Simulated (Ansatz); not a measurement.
Crystal: TiO2.

```
Ti O
1.0
     2.70603   -2.70666    0.00000
     2.70603    2.70666    0.00000
    -2.63353    0.00000    4.79664
Ti O
2 4
Cartesian
  0.7309 -1.9807 3.5975
  2.0477 1.9807 1.1992
  0.6963 0.6563 0.8018
  2.0823 -0.6563 3.9949
  3.3990 0.6563 1.5966
  -0.6205 -0.6563 3.2001
```

The cell is a database's computed one.

A run of Ansatz 0.2.0 on this cell left the log below. Logs are shortened: lines on timing, memory, paths and dates and some standing lists are left out, and cuts for length are marked.

```text
Warning: RAYON_NUM_THREADS=2 ignored (pool sized by the plan → 2); use --threads N
Engine: ansatz 0.2.0, aarch64-unknown-linux-gnu
Pseudopotentials: kind: paw
Pseudopotential: Ti, paw, valence charge 12, recommended cutoff 420 eV (normal), Ti.paw.azcp
Pseudopotential: O, paw, valence charge 6, recommended cutoff 420 eV (normal), O.paw.azcp
Functional definition: BLYP
  parameter beta = 0.0042
  parameter a = 0.04918
  parameter b = 0.132
  parameter c = 0.2533
  parameter d = 0.349
  exchange = b88_x(beta = beta)
  correlation = lyp_c(a = a, b = b, c = c, d = d)
Crystal: 6 atoms, lattice volume = 70.264 Å³
Basis set: ecut = 420 eV, 1363 PW (Γ), exchange–correlation on 54×54×80 points (8 copies of the dense FFT grid, shifted against one another)
Bands: 30, of which v1, the nominal top of the filled ones, is band 24 counted from 1 (23 counted from 0)
Symmetry: 4 space group operations
Space group: C2/c (ITA 15), of the structure as read, at distance tolerance 4.1e-5 Å
k-points: 114 of 384
Non-local potential: Ti, projectors of the file, l = 0: 3, l = 1: 2, l = 2: 3, l = 3: 1
Non-local potential: O, projectors of the file, l = 0: 2, l = 1: 2, l = 2: 1
PAW form: soft (Blöchl's): semilocal exchange-correlation on the pseudo side does not see the compensation charge
PAW frozen core: Ti, regenerated for the run's functional, and the local potential with it (the file was generated under x = pbe(κ = 0.804, μ = 0.2195149727645171), c = pbe(β = 0.06672455060314922))
PAW frozen core: O, regenerated for the run's functional, and the local potential with it (the file was generated under x = pbe(κ = 0.804, μ = 0.2195149727645171), c = pbe(β = 0.06672455060314922))
PAW one-centre angular grid: Ti, 590 points (default); XC on 64 Gauss nodes
PAW one-centre angular grid: O, 110 points (default); XC on 64 Gauss nodes
[... 140 lines left out ...]
  E_hartree    = 1420.323756
  E_xc         = -485.510158
  E_vxc        = -613.349677  (∫ρ·V_xc dr)
  E_paw        = -2749.445825  (= ΣΔE_a)
  E_vpaw       = -476.170258  (= ΣTr[D̂ρ^β])
  E_aug_tail   = 0.010361  (compensation charges beyond the density's cutoff)
  E_ewald      = -3260.992998
  E_core_change = 0.044886  (= ΣΔE_core)
  E_smearing   = -0.000000  (= −TS)
  E_closure    = 0.000000  (closes the sum)
  Σ components = -7298.477476   (vs F -7298.477476, Δ=0.00e0)
--- Forces (eV/Å), atoms counted from 1 ---
  atom   1  Ti     0.00000000    -0.00002376    -0.00000000
  atom   2  Ti    -0.00000000     0.00002376     0.00000000
  atom   3  O     -0.00015257    -0.00003799    -0.00001357
  atom   4  O      0.00015257     0.00003799     0.00001357
  atom   5  O      0.00015257    -0.00003799     0.00001357
  atom   6  O     -0.00015257     0.00003799    -0.00001357
  max |Σ_I F_I| component: 0.00e0 eV/Å
--- Stress (GPa, compression-positive) ---
       -0.002079       0.000000      -0.001809
        0.000000      -0.002162       0.000000
       -0.001809       0.000000       0.007720
  P = ⅓ Tr σ = 0.0012 GPa (0.012 kbar)
--- Band table (eV; the first three rows and the last of 114) ---
  k-point 0: bands = ["-49.5115", "-49.4672", "-25.9728", "-25.7739", "-25.7739", "-25.7208", "-25.7208", "-25.6606", "-10.4454", "-9.4466", "-9.4185", "-9.0166", "3.1457", "3.2474", "3.2474", "3.6423", "5.0098", "5.0244", "5.0244", "6.1010", "6.1010", "6.1252", "6.5403", "6.5403", "9.0190", "9.6147", "10.7986", "10.7986", "10.7993", "10.7993"]
  k-point 1: bands = ["-49.5086", "-49.4702", "-25.9525", "-25.7793", "-25.7793", "-25.7154", "-25.7154", "-25.6821", "-10.3772", "-9.5114", "-9.3979", "-9.0507", "3.2172", "3.2645", "3.2645", "3.5343", "5.0291", "5.0291", "5.2040", "5.9704", "5.9704", "5.9830", "6.6454", "6.6454", "9.0568", "9.5726", "10.6420", "10.6420", "10.9566", "10.9566"]
  k-point 2: bands = ["-49.5005", "-49.4783", "-25.8964", "-25.7879", "-25.7879", "-25.7404", "-25.7066", "-25.7066", "-10.1912", "-9.6900", "-9.3381", "-9.1383", "3.2998", "3.2998", "3.3449", "3.4134", "5.0399", "5.0399", "5.4877", "5.7376", "5.7852", "5.7852", "6.7763", "6.7763", "9.1616", "9.4592", "10.5371", "10.5371", "11.0647", "11.0647"]
  k-point 113: bands = ["-49.4859", "-49.4859", "-25.9339", "-25.9339", "-25.8158", "-25.8158", "-25.6897", "-25.6897", "-9.1880", "-9.1880", "-8.9120", "-8.9120", "2.7698", "2.7698", "2.9536", "2.9536", "3.4063", "3.4063", "4.4413", "4.4413", "5.0272", "5.0272", "6.8650", "6.8650", "10.0065", "10.0065", "10.4622", "10.4622", "11.5286", "11.5286"]
--- Relaxed structure (8 steps of the walk, 7 accepted, 3 SCFs on fresh bases) ---
  F+E_penalty+E_count = -7298.47747597 eV   max|allowed force component| = 1.526e-4 eV/Å   (the final SCF, on the basis selected at the relaxed cell)
  cell:  # Å, volume = 71.7641 Å³
    - [2.70065173615615, -2.7007283225012237, -0.020068334006595447]
    - [2.70065173615615, 2.7007283225012237, -0.020068334006595447]
    - [-2.6638654875716408, 0.0, 4.939370084836934]
  atoms:
    - { symbol: Ti, position: [0.8749890366431152, 0.12501096335688502, 0.7500000000000001] }
    - { symbol: Ti, position: [0.125010963356885, 0.8749890366431152, 0.25] }
    - { symbol: O, position: [0.08049550027266598, 0.33046777595024635, 0.16094598923184497] }
    - { symbol: O, position: [0.9195044997273344, 0.6695322240497541, 0.8390540107681554] }
    - { symbol: O, position: [0.6695322240497541, 0.9195044997273343, 0.33905401076815506] }
    - { symbol: O, position: [0.33046777595024635, 0.08049550027266605, 0.660945989231845] }
```

Problem. Write the input and the command behind it.

Solution. Relaxation of cell and atoms with BLYP, no spin polarisation. The files as run (others can give the same):

input.yaml
```yaml
crystal:
  lattice:
    - [2.706034, -2.706655, 0.0]
    - [2.706034, 2.706655, 0.0]
    - [-2.633531, 0.0, 4.796637]
  atoms:
    - { symbol: Ti, position: [0.86589, 0.13411, 0.75] }
    - { symbol: Ti, position: [0.13411, 0.86589, 0.25] }
    - { symbol: O, position: [0.088755, 0.331221, 0.167149] }
    - { symbol: O, position: [0.911245, 0.668779, 0.832851] }
    - { symbol: O, position: [0.668779, 0.911245, 0.332851] }
    - { symbol: O, position: [0.331221, 0.088755, 0.667149] }
hamiltonian:
  xc: blyp
  pseudopotentials: { kind: paw }
kpoints:
  mp_grid: { grid: [8, 8, 6] }
scf:
  occupations: { method: fermi_dirac, width: 0.05 }
output:
  forces: true
  stress: true
  eigenvalues: true
relax:
  f_tol: 0.01
  max_steps: 40
  cell: { stress_tol: 0.05 }
```

Potentials or basis: Ansatz PAW.
Launch:
```sh
$ ansatz run input.yaml --threads 2 --pin off --max-ram 5632MiB --backend cpu --events-out ev --progress --plain --runs-dir out
```

Caveat: the plane-wave basis is chosen anew once the cell has moved, so the energies of steps on either side of that aren't comparable; the pressure holds a Pulay correction of +0.8 GPa for the finite cutoff; the PAW data sets come from PBE, with cores solved anew for the run's functional, which leaves a small shift of forces and pressure.
